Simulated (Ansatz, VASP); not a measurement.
## One calculation of Pt, two programs

```
Pt
1.0
     2.85510    0.00000    0.00000
    -1.42755    2.47259    0.00000
     0.00000    0.00000    5.02050
Pt
2
Direct
  0.66667 0.33333 0.75000
  0.33333 0.66667 0.25000
```

Alike in both runs: task single point; functional PBE; k mesh 18 × 18 × 10; occupations gaussian, width 0.15 eV; no spin polarisation.

|  | VASP | Ansatz |
| --- | --- | --- |
| version | VASP 6.6.1 | Ansatz 0.2.0 |
| potentials or method | VASP PAW PBE potentials, release 64 (Pt) | scalar-relativistic, plane waves, PAW |
| plane-wave cutoff (eV) | 520 | 420 |
| valence electrons in the cell | 20 | 36 |

```tsv
	VASP	Ansatz	Ansatz less VASP
gap on the k mesh at the Fermi level (eV)	none	none	-
pressure (GPa)	-20.7	-20.4	+0.29
largest component of the traceless stress (GPa)	0.72	0.81	+0.085
```

A gap of «none» marks a metal or a gap that the smearing closes. The two sets of potentials don't hold the same shells in valence.

Caveats: so large a pressure means that the cell lies far from this level's equilibrium, or that cutoff or potentials fall short (VASP). Spin-orbit coupling is left out, which matters for the levels of Pt.
